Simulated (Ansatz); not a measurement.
# Dielectric response of BeS (110) films, part 2 of 5

Wanted: ε of zincblende BeS (110) by finite fields on slabs, and the band edges against the vacuum where run.

Ansatz 0.2.0; plane-wave DFT, PBE, Ansatz PAW (the session's first sound run).

So far, gap on the k-mesh (eV): step 2 (relaxation, 10 atoms, units 5) 2.71; step 3 (the relaxed film, single point, 10 atoms, units 5) 2.71.

## (4) Single point, 10 atoms, units 5, field 0.1 V/Å

A sawtooth potential applies the field, turning back in the middle of the vacuum. With the dipole correction the typed value is the field outside the slab. The induced dipole is small, so the SCF threshold is tight.

Contents of input.yaml:

```yaml
crystal:
  lattice:
    - [3.44361002, 0.0, 0.0]
    - [0.0, 4.87, 0.0]
    - [0.0, 0.0, 24.8872200488]
  atoms:
    - { symbol: Be, position: [0.5, 0.5515644676, 0.3770590433] }
    - { symbol: S, position: [0.0, 0.7454845234, 0.3577031528] }
    - { symbol: Be, position: [0.0, -0.0173017856, 0.4283125108] }
    - { symbol: S, position: [0.5, 0.2335824372, 0.4305433875] }
    - { symbol: Be, position: [0.5, 0.4849922392, 0.4999999996] }
    - { symbol: S, position: [0.0, 0.7383485738, 0.5000000023] }
    - { symbol: Be, position: [0.0, -0.0173018129, 0.5716874846] }
    - { symbol: S, position: [0.5, 0.2335824135, 0.569456617] }
    - { symbol: Be, position: [0.5, 0.5515644507, 0.6229409549] }
    - { symbol: S, position: [0.0, 0.7454844931, 0.6422968473] }
kpoints:
  mp_grid: { grid: [8, 6, 1] }
hamiltonian:
  xc: pbe
scf:
  occupations: { method: fixed }
  convergence: { dr2_threshold: 1.0e-10 }
efield:
  axis: 3
  dipole_correction: true
  ramp_position: 0.97
  ramp_width: 0.06
  amplitude: 0.1
output:
  write_potential: true
  write_density: true
  volumetric_format: npy
```

Started as:

```console
ansatz run input.yaml --threads 8 --pin off --max-ram 12288MiB --backend cpu --events-out ev --progress --plain --runs-dir out
```

Numbers of over 12 decimals in the logs are rounded to 6 here.

The log of the run:

```text
[...]
Crystal: 10 atoms, lattice volume = 417.368 Å³
Basis set: ecut = 420 eV, 8097 PW (Γ)
Bands: 30, of which v1, the nominal top of the filled ones, is band 20 counted from 1 (19 counted from 0)
Symmetry: 2 space group operations
k-points: 20 of 48 (time reversal used)
[...]
SCF iter   1: F=—  HF=-4984.711274 eV  |F-HF|=—  |Δ(HF+E_count)|=         —  Δρ=2.81e-2  dr2=4.12e0  ethr=3.10e-3  p=0.082 e·Å  D=3.57e-2 V/Å  ΔV_dip=-0.89 eV  dr2_dipole=7.78e-4  V_vac-E_F(+/−)=9.02/7.65 eV  ⟨swp⟩=6.0  Hψ=3083  notcnv=0  defer=144
[...]
SCF iter  12: F=-4983.526567 eV  HF=-4983.526567 eV  |F-HF|=2.00e-11  |Δ(HF+E_count)|=  2.03e-10  Δρ=5.71e-8  dr2=1.17e-11  ethr=1.00e-12  p=0.071 e·Å  D=3.06e-2 V/Å  ΔV_dip=-0.76 eV  dr2_dipole=2.13e-14  V_vac-E_F(+/−)=7.24/5.74 eV  ⟨swp⟩=20.1  Hψ=4134  notcnv=0
SCF 1 converged in 12 iterations: F = -4983.526567 eV  dr2 = 1.17e-11
[...]
SCF converged after 12 iterations
[...]
Free energy (F): -4983.526567 eV
[...]
Internal energy: -4983.526567 eV  (E = F + TS)
E sigma→0 (E₀):  -4983.526567 eV
Fermi energy:    -2.512961 eV
Dipole field:    D = 0.030568 V/Å  (p = 0.070507 e·Å, saw-weighted, corrected)
Work function:   not extracted (applied field tilts the vacuum); planar V_es + V_field profile in the machine report
[...]
--- Band table (eV; the first three rows and the last of 20) ---
  k-point 0: bands = [... 16 lower, -2.8821, -2.8563, -2.6649, -2.5130, 1.0543, 2.2252, 2.2569, 2.6925, ... 6 higher]
  k-point 1: bands = [... 16 lower, -2.9923, -2.9318, -2.7408, -2.6934, 1.2284, 2.3487, 2.3937, 2.6708, ... 6 higher]
  k-point 2: bands = [... 16 lower, -3.2961, -3.2490, -3.1037, -2.7111, 1.6424, 2.4871, 2.5607, 2.9521, ... 6 higher]
  k-point 19: bands = [... 16 lower, -3.8895, -3.8305, -3.1213, -2.8931, 1.6230, 2.0754, 3.5199, 3.5338, ... 6 higher]
```

The job ended after 6.1 s (8 threads of Arm Neoverse V1, shared host; peak memory 0.97 GiB).

Numbers from this step:

* gap on the k-mesh: 2.700 eV
* dipole along the normal: 0.07051 e·Å

The dipole is 0.0705 e·Å, and the gap on the mesh 2.700 eV.

## (5) Atoms held, 10 atoms, units 5, field -0.1 V/Å

input.yaml, as its differences from that of step 4:

```diff
@@ -28,3 +28,3 @@
   ramp_width: 0.06
-  amplitude: 0.1
+  amplitude: -0.1
 output:
```

The log of the run:

```text
[...]
Crystal: 10 atoms, lattice volume = 417.368 Å³
Basis set: ecut = 420 eV, 8097 PW (Γ)
Bands: 30, of which v1, the nominal top of the filled ones, is band 20 counted from 1 (19 counted from 0)
Symmetry: 2 space group operations
k-points: 20 of 48 (time reversal used)
[...]
k-point 0: bands = [... 16 lower, -2.8821, -2.8563, -2.6649, -2.5130, 1.0543, 2.2252, 2.2569, 2.6925, ... 6 higher]
  k-point 1: bands = [... 16 lower, -2.9923, -2.9318, -2.7408, -2.6934, 1.2284, 2.3487, 2.3937, 2.6708, ... 6 higher]
  k-point 2: bands = [... 16 lower, -3.2961, -3.2490, -3.1037, -2.7111, 1.6424, 2.4871, 2.5607, 2.9521, ... 6 higher]
  k-point 19: bands = [... 16 lower, -3.8895, -3.8305, -3.1213, -2.8931, 1.6230, 2.0754, 3.5199, 3.5338, ... 6 higher]
[key lines of the parts left out:]
SCF converged after 12 iterations
Free energy (F): -4983.526567 eV
Fermi energy:    -2.512961 eV
Dipole field:    D = -0.030569 V/Å  (p = -0.070507 e·Å, saw-weighted, corrected)
```

Wall time 6.1 s (8 threads); peak memory 0.97 GiB; 46 s of CPU time.

The dipole is -0.0705 e·Å, and the gap on the mesh 2.700 eV.

## (6) Response with the atoms held, 10 atoms, units 5

This step: plane-wave DFT, PBE, Ansatz PAW; response to a field along the normal, atoms held (Ansatz 0.2.0).

The two fields give this film's response with the atoms held: the electronic part.

Numbers from this step:

```
equivalent conductor thickness p/(ε₀AE) : 7.608 Å
distance between the outer atoms        : 7.083 Å
thickness                               : 8.609 Å
```

Local field over the applied field, running mean. From the potentials at -0.1 and 0.1 V/Å; running mean over 1.722 Å, taken twice. The local field over applied field by z:

z (Å), local field over applied field and a bar from the least value:
```
      4.5      0.999 ##############################
      5.0      0.997 ##############################
      5.5      0.991 ##############################
      6.0      0.973 #############################
      6.5      0.930 ###########################
      7.0      0.843 ########################
      7.5      0.708 ###################
      8.0      0.541 #############
      8.5      0.378 #######
      9.0      0.255 ###
      9.5      0.190 #
     10.0      0.173 
     10.5      0.179 
     11.0      0.186 
     11.5      0.186 
     12.0      0.182 
     12.5      0.180 
     13.0      0.183 
     13.5      0.186 
     14.0      0.185 
     14.5      0.177 
     15.0      0.174 
     15.5      0.200 #
     16.0      0.278 ####
     16.5      0.412 #########
     17.0      0.580 ###############
     17.5      0.742 #####################
     18.0      0.867 #########################
     18.5      0.943 ############################
     19.0      0.979 #############################
     19.5      0.993 ##############################
     20.0      0.998 ##############################
     20.5      0.999 ##############################
```

Electrons, planar mean, per unit field. The induced electron density by z:

```csv
z (Å),induced electron density (e/Å³ per V/Å)
4.5,3.2e-6
5.0,1.1e-5
5.5,3.8e-5
6.0,1.2e-4
6.5,3.5e-4
7.0,9.5e-4
7.5,0.00214
8.0,0.00310
8.5,0.00174
9.0,9.2e-4
9.5,5.0e-4
10.0,-8.1e-4
10.5,-6.5e-4
11.0,6.0e-4
11.5,4.1e-4
12.0,-6.4e-4
12.5,1.5e-4
13.0,5.2e-4
13.5,-6.3e-4
14.0,-3.6e-4
14.5,8.5e-4
15.0,5.8e-4
15.5,-7.7e-4
16.0,-8.9e-4
16.5,-0.00219
17.0,-0.00304
17.5,-0.00183
18.0,-7.7e-4
18.5,-2.8e-4
19.0,-9.4e-5
19.5,-2.9e-5
20.0,-8.5e-6
20.5,-2.4e-6
```

By hand: between -0.1 and 0.1 V/Å the dipole changes by 0.1410 e·Å, a slope of 0.7051 e·Å²/V. A perfect conductor of thickness t has p = ε₀AEt, so t = 180.95 × 0.7051 / 16.770 = 7.61 Å (e/ε₀ = 180.95 V·Å, A in Å²).

The induced dipole is that of a conductor 7.61 Å thick.

## (7) Relaxing in the field, 10 atoms, field 0.05 V/Å

This step: plane-wave DFT, PBE, Ansatz PAW (Ansatz 0.2.0).

Now the atoms may follow the field. A weak field makes forces of meV/Å to tens of meV/Å, so the force tolerance is set well below the usual one.

input.yaml, as its differences from that of step 5:

```diff
@@ -28,3 +28,6 @@
   ramp_width: 0.06
-  amplitude: -0.1
+  amplitude: 0.05
+relax:
+  f_tol: 0.0006
+  max_steps: 70
 output:
```

The log of the run:

```text
[...]
Crystal: 10 atoms, lattice volume = 417.368 Å³
Basis set: ecut = 420 eV, 8097 PW (Γ), exchange–correlation on 48×72×360 points (8 copies of the dense FFT grid, shifted against one another)
Bands: 30, of which v1, the nominal top of the filled ones, is band 20 counted from 1 (19 counted from 0)
Symmetry: 2 space group operations
k-points: 20 of 48 (time reversal used)
[...]
SCF iter   1: F=—  HF=-4984.707991 eV  |F-HF|=—  |Δ(HF+E_count)|=         —  Δρ=2.81e-2  dr2=4.12e0  ethr=3.10e-3  p=0.041 e·Å  D=1.79e-2 V/Å  ΔV_dip=-0.44 eV  dr2_dipole=1.94e-4  V_vac-E_F(+/−)=8.69/8.00 eV  ⟨swp⟩=6.1  Hψ=3137  notcnv=0  defer=141
[...]
SCF iter  12: F=-4983.523664 eV  HF=-4983.523664 eV  |F-HF|=3.37e-11  |Δ(HF+E_count)|=  2.50e-10  Δρ=5.68e-8  dr2=1.17e-11  ethr=1.00e-12  p=0.035 e·Å  D=1.53e-2 V/Å  ΔV_dip=-0.38 eV  dr2_dipole=1.13e-15  V_vac-E_F(+/−)=6.88/6.13 eV  ⟨swp⟩=7.2  Hψ=2959  notcnv=0
SCF 1 converged in 12 iterations: F = -4983.523664 eV  dr2 = 1.17e-11
[...]
relax step   1: F+E_penalty+E_count = -4983.52366392 eV  Δ(F+E_penalty+E_count) = +0.000e0 eV  max|allowed force component| = 1.723e-2 eV/Å  Δτ_max = 0.0000 Å  (12 SCF iters, accepted)
[...]
SCF iter   7: F=-4983.523712 eV  HF=-4983.523712 eV  |F-HF|=2.27e-11  |Δ(HF+E_count)|=  1.82e-10  Δρ=8.34e-8  dr2=2.34e-11  ethr=1.00e-12  p=0.037 e·Å  D=1.59e-2 V/Å  ΔV_dip=-0.40 eV  dr2_dipole=1.01e-12  V_vac-E_F(+/−)=6.87/6.13 eV  ⟨swp⟩=7.2  Hψ=3024  notcnv=0
SCF 2 converged in 7 iterations: F = -4983.523712 eV  dr2 = 2.34e-11
relax step   2: F+E_penalty+E_count = -4983.52371204 eV  Δ(F+E_penalty+E_count) = -4.813e-5 eV  max|allowed force component| = 8.266e-3 eV/Å  Δτ_max = 0.0016 Å  (7 SCF iters, accepted)
SCF iter   1: F=—  HF=-4983.523706 eV  |F-HF|=—  |Δ(HF+E_count)|=         —  Δρ=6.69e-5  dr2=3.12e-5  ethr=7.19e-7  p=0.037 e·Å  D=1.59e-2 V/Å  ΔV_dip=-0.40 eV  dr2_dipole=6.80e-6  V_vac-E_F(+/−)=6.87/6.13 eV  ⟨swp⟩=3.3  Hψ=1430  notcnv=0  defer=160
[...]
SCF iter   7: F=-4983.523724 eV  HF=-4983.523724 eV  |F-HF|=1.18e-11  |Δ(HF+E_count)|=  2.64e-10  Δρ=6.11e-8  dr2=1.39e-11  ethr=1.00e-12  p=0.038 e·Å  D=1.63e-2 V/Å  ΔV_dip=-0.41 eV  dr2_dipole=6.46e-13  V_vac-E_F(+/−)=6.87/6.14 eV  ⟨swp⟩=7.1  Hψ=3028  notcnv=0
SCF 3 converged in 7 iterations: F = -4983.523724 eV  dr2 = 1.39e-11
relax step   3: F+E_penalty+E_count = -4983.52372412 eV  Δ(F+E_penalty+E_count) = -1.208e-5 eV  max|allowed force component| = 1.833e-3 eV/Å  Δτ_max = 0.0015 Å  (7 SCF iters, accepted)
SCF iter   1: F=—  HF=-4983.523702 eV  |F-HF|=—  |Δ(HF+E_count)|=         —  Δρ=1.26e-5  dr2=6.23e-7  ethr=3.64e-8  p=0.038 e·Å  D=1.63e-2 V/Å  ΔV_dip=-0.41 eV  dr2_dipole=6.39e-10  V_vac-E_F(+/−)=6.87/6.14 eV  ⟨swp⟩=2.2  Hψ=1333  notcnv=0  defer=103
[...]
SCF iter   5: F=-4983.523725 eV  HF=-4983.523725 eV  |F-HF|=9.09e-12  |Δ(HF+E_count)|=  2.52e-10  Δρ=1.11e-7  dr2=3.94e-11  ethr=1.00e-12  p=0.038 e·Å  D=1.63e-2 V/Å  ΔV_dip=-0.41 eV  dr2_dipole=1.72e-12  V_vac-E_F(+/−)=6.87/6.14 eV  ⟨swp⟩=7.0  Hψ=3031  notcnv=0
SCF 4 converged in 5 iterations: F = -4983.523725 eV  dr2 = 3.94e-11
relax step   4: F+E_penalty+E_count = -4983.52372465 eV  Δ(F+E_penalty+E_count) = -5.311e-7 eV  max|allowed force component| = 4.360e-4 eV/Å  Δτ_max = 0.0003 Å  (5 SCF iters, accepted)
NSCF: frozen V_eff on 20 k-points
[...]
SCF converged after 5 iterations
[...]
Free energy (F): -4983.523725 eV
[...]
Internal energy: -4983.523725 eV  (E = F + TS)
E sigma→0 (E₀):  -4983.523725 eV
Fermi energy:    -2.515101 eV
Dipole field:    D = 0.016310 V/Å  (p = 0.037620 e·Å, saw-weighted, corrected)
Work function:   not extracted (applied field tilts the vacuum); planar V_es + V_field profile in the machine report
[...]
--- Forces (eV/Å), atoms counted from 1 ---
  atom   1  Be     0.00000000     0.00014609    -0.00017984
  atom   2  S     -0.00000000     0.00007793    -0.00001034
  atom   3  Be    -0.00000000    -0.00011839     0.00004989
  atom   4  S      0.00000000    -0.00030868     0.00002128
  atom   5  Be    -0.00000000     0.00012543    -0.00025607
  atom   6  S      0.00000000    -0.00002911     0.00043630
  atom   7  Be    -0.00000000     0.00006610     0.00014926
  atom   8  S      0.00000000     0.00021961     0.00003414
  atom   9  Be     0.00000000    -0.00017734    -0.00023845
  atom  10  S     -0.00000000     0.00000313    -0.00000266
  max |Σ_I F_I| component: 4.77e-6 eV/Å
--- Band table (eV; the first three rows and the last of 20) ---
  k-point 0: bands = [... 16 lower, -2.8806, -2.8516, -2.6724, -2.5151, 1.0551, 2.2428, 2.2572, 2.6885, ... 6 higher]
  k-point 1: bands = [... 16 lower, -2.9902, -2.9284, -2.7440, -2.6997, 1.2293, 2.3577, 2.4090, 2.6572, ... 6 higher]
  k-point 2: bands = [... 16 lower, -3.2842, -3.2669, -3.1013, -2.7162, 1.6445, 2.5117, 2.5462, 2.9500, ... 6 higher]
  k-point 19: bands = [... 16 lower, -3.8675, -3.8509, -3.1166, -2.9018, 1.6311, 2.0682, 3.5216, 3.5337, ... 6 higher]
--- Relaxed structure (4 steps of the walk, 4 accepted, 0 SCFs on fresh bases) ---
  F+E_penalty+E_count = -4983.52372465 eV   max|allowed force component| = 4.360e-4 eV/Å
  atoms:
    - { symbol: Be, position: [0.5, 0.551580, 0.377113] }
    - { symbol: S, position: [0, 0.745374, 0.357643] }
    - { symbol: Be, position: [0, -0.017393, 0.428318] }
    - { symbol: S, position: [0.5, 0.233504, 0.430522] }
    - { symbol: Be, position: [0.5, 0.484969, 0.500029] }
    - { symbol: S, position: [0, 0.738309, 0.499956] }
    - { symbol: Be, position: [0, -0.017302, 0.571715] }
    - { symbol: S, position: [0.5, 0.233658, 0.569446] }
    - { symbol: Be, position: [0.5, 0.551628, 0.622988] }
    - { symbol: S, position: [0, 0.745673, 0.642270] }
```

Wall time 12 s (8 threads); peak memory 0.93 GiB.

No atom moved by 0.005 Å in the relaxation.

This step gave:

- gap on the k-mesh: 2.704 eV
- dipole along the normal: 0.03762 e·Å

The relaxation took 4 steps and lowered the energy by 6.1e-5 eV; the largest force on the free atoms ends at 4.4e-4 eV/Å.

The dipole is 0.0376 e·Å, and the gap on the mesh 2.704 eV.

## (8) Relaxing in the field, 10 atoms, field -0.05 V/Å

The opposite sign, again from the field-free geometry; the difference of the two cancels what relaxes without a field.

input.yaml, as its differences from that of step 7:

```diff
@@ -28,3 +28,3 @@
   ramp_width: 0.06
-  amplitude: 0.05
+  amplitude: -0.05
 relax:
```

The log of the run:

```text
[...]
Crystal: 10 atoms, lattice volume = 417.368 Å³
Basis set: ecut = 420 eV, 8097 PW (Γ), exchange–correlation on 48×72×360 points (8 copies of the dense FFT grid, shifted against one another)
Bands: 30, of which v1, the nominal top of the filled ones, is band 20 counted from 1 (19 counted from 0)
Symmetry: 2 space group operations
k-points: 20 of 48 (time reversal used)
[...]
- { symbol: S, position: [0, 0.745673, 0.357730] }
    - { symbol: Be, position: [0, -0.017302, 0.428285] }
    - { symbol: S, position: [0.5, 0.233658, 0.430554] }
    - { symbol: Be, position: [0.5, 0.484969, 0.499971] }
    - { symbol: S, position: [0, 0.738309, 0.500044] }
    - { symbol: Be, position: [0, -0.017393, 0.571682] }
    - { symbol: S, position: [0.5, 0.233504, 0.569478] }
    - { symbol: Be, position: [0.5, 0.551580, 0.622887] }
    - { symbol: S, position: [0, 0.745374, 0.642357] }
[key lines of the parts left out:]
SCF converged after 5 iterations
Free energy (F): -4983.523725 eV
Fermi energy:    -2.515101 eV
Dipole field:    D = -0.016310 V/Å  (p = -0.037620 e·Å, saw-weighted, corrected)
```

Elapsed: 13 s, on 8 threads; peak memory 0.94 GiB.

No atom moved by 0.005 Å in the relaxation.

The relaxation took 4 steps and lowered the energy by 6.1e-5 eV; the largest force on the free atoms ends at 4.4e-4 eV/Å.

The dipole is -0.0376 e·Å, and the gap on the mesh 2.704 eV.

## (9) Response with the atoms relaxed, 10 atoms, units 5

This step: plane-wave DFT, PBE, Ansatz PAW; response to a field along the normal, atoms relaxed (Ansatz 0.2.0).

The two relaxed runs give the static response.

This step gave:

```yaml
equivalent_conductor_thickness_p_eps_0ae: 8.118 Å
distance_between_the_outer_atoms: 7.084 Å
```

Local field over the applied field, running mean. From the potentials at -0.05 and 0.05 V/Å; running mean over 1.722 Å, taken twice. Table of local field over applied field by z:

z (Å), local field over applied field and a bar:
```
      4.5      0.999 ##############################
      5.0      0.997 ##############################
      5.5      0.990 ##############################
      6.0      0.969 #############################
      6.5      0.911 ###########################
      7.0      0.810 ########################
      7.5      0.696 ####################
      8.0      0.551 ################
      8.5      0.398 ###########
      9.0      0.229 ######
      9.5      0.090 #
     10.0      0.056 
     10.5      0.071 
     11.0      0.120 ##
     11.5      0.153 ###
     12.0      0.165 ###
     12.5      0.166 ###
     13.0      0.162 ###
     13.5      0.149 ###
     14.0      0.109 ##
     14.5      0.063 
     15.0      0.057 
     15.5      0.113 ##
     16.0      0.268 #######
     16.5      0.432 ############
     17.0      0.587 #################
     17.5      0.724 #####################
     18.0      0.833 #########################
     18.5      0.929 ############################
     19.0      0.976 #############################
     19.5      0.992 ##############################
     20.0      0.998 ##############################
     20.5      0.999 ##############################
```

The induced dipole is that of a conductor 8.12 Å thick.

## (10) Relaxation, 16 atoms, units 8

This step: plane-wave DFT, PBE, Ansatz PAW (Ansatz 0.2.0).

System of this step: BeS (110), 8 units. The cell holds 16 atoms: 8 Be and 8 S. Cell: a = 3.444 Å, b = 4.870 Å, c = 30.053 Å, α = 90.0°, β = 90.0°, γ = 90.0°. It derives from BeS (zincblende BeS). Vacuum lies along c.

The next thickness, treated alike, so that differences show the interior and the faces cancel.

Contents of input.yaml:

```yaml
crystal:
  lattice:
    - [3.44361002, 0.0, 0.0]
    - [0.0, 4.87, 0.0]
    - [0.0, 0.0, 30.0526350853]
  atoms:
    - { symbol: Be, position: [0.5, 0.5, 0.299474571] }
    - { symbol: S, position: [0.0, 0.75, 0.299474571] }
    - { symbol: Be, position: [0.0, 0.0, 0.3567675507] }
    - { symbol: S, position: [0.5, 0.25, 0.3567675507] }
    - { symbol: Be, position: [0.5, 0.5, 0.4140605304] }
    - { symbol: S, position: [0.0, 0.75, 0.4140605304] }
    - { symbol: Be, position: [0.0, 0.0, 0.4713535101] }
    - { symbol: S, position: [0.5, 0.25, 0.4713535101] }
    - { symbol: Be, position: [0.5, 0.5, 0.5286464899] }
    - { symbol: S, position: [0.0, 0.75, 0.5286464899] }
    - { symbol: Be, position: [0.0, 0.0, 0.5859394696] }
    - { symbol: S, position: [0.5, 0.25, 0.5859394696] }
    - { symbol: Be, position: [0.5, 0.5, 0.6432324493] }
    - { symbol: S, position: [0.0, 0.75, 0.6432324493] }
    - { symbol: Be, position: [0.0, 0.0, 0.700525429] }
    - { symbol: S, position: [0.5, 0.25, 0.700525429] }
kpoints:
  mp_grid: { grid: [8, 6, 1] }
hamiltonian:
  xc: pbe
scf:
  occupations: { method: fixed }
  convergence: { dr2_threshold: 1.0e-09 }
efield:
  axis: 3
  dipole_correction: true
  ramp_position: 0.97
  ramp_width: 0.06
relax:
  f_tol: 0.003
  max_steps: 100
output:
  write_potential: true
  write_density: true
  volumetric_format: npy
```

The log of the run:

```text
[...]
Crystal: 16 atoms, lattice volume = 503.994 Å³
Basis set: ecut = 420 eV, 9775 PW (Γ), exchange–correlation on 48×72×432 points (8 copies of the dense FFT grid, shifted against one another)
Bands: 48, of which v1, the nominal top of the filled ones, is band 32 counted from 1 (31 counted from 0)
Symmetry: 2 space group operations
[...]
- { symbol: Be, position: [-3.820470151570486e-19, -0.0092539, 0.585545] }
    - { symbol: S, position: [0.5, 0.242426, 0.586504] }
    - { symbol: Be, position: [0.5, 0.488715, 0.645703] }
    - { symbol: S, position: [2.2083075573929244e-19, 0.739359, 0.643460] }
    - { symbol: Be, position: [-1.2282272622187766e-17, 0.056932, 0.687849] }
    - { symbol: S, position: [0.5, 0.250648, 0.704030] }
[key lines of the parts left out:]
SCF converged after 7 iterations
Free energy (F): -7974.423375 eV
Fermi energy:    -1.154048 eV
Dipole field:    D = -0.000000 V/Å  (p = -0.000001 e·Å, saw-weighted, corrected)
Work function:   Φ+ = 6.4745 eV   Φ− = 6.4745 eV
```

Elapsed: 38 s, on 8 threads; peak memory 1.4 GiB; 5 min of CPU time.

The steps of the relaxation:

```csv
step,energy less that of the first step (eV),largest force component (eV/Å)
1,0.0000,1.6743
2,-0.8187,0.8271
3,-1.1145,0.1946
4,-1.1357,0.0384
5,-1.1359,0.0458
6,-1.1366,0.0022
```

Forces are held to the 2 operations that the run works with; a distortion that breaks them can't arise in this run.

The atoms that moved most (Å):

```csv
atom,dx,dy,dz,length
Be15,0.000,0.277,-0.381,0.471
Be1,0.000,0.277,0.381,0.471
S16,0.000,0.003,0.105,0.105
S2,0.000,0.003,-0.105,0.105
Be3,0.000,-0.055,-0.074,0.092
Be13,0.000,-0.055,0.074,0.092
S4,0.000,-0.052,-0.007,0.052
S14,0.000,-0.052,0.007,0.052
```

The relaxation took 6 steps and lowered the energy by 1.1 eV; the largest force on the free atoms ends at 0.0022 eV/Å.

The gap is 2.86 eV, with the valence edge 6.47 eV and the conduction edge 3.61 eV under the upper vacuum level.

[end of part 2 of 5]

[Logs are printed without paths, hosts, clocks, repeated set-up lines and the standing remarks that a program may print on its own settings, such as how far it seeks lower states.]

[Hosts, paths, dates, database ids (printed as entryN), source tags and the programs' standing remarks are cut or masked in the printed files.]

[Maps of the electrostatic potential energy from Ansatz leave out the sawtooth potential of an applied field or a dipole correction, so their vacuum need not be flat; planar profiles and work functions include it.]
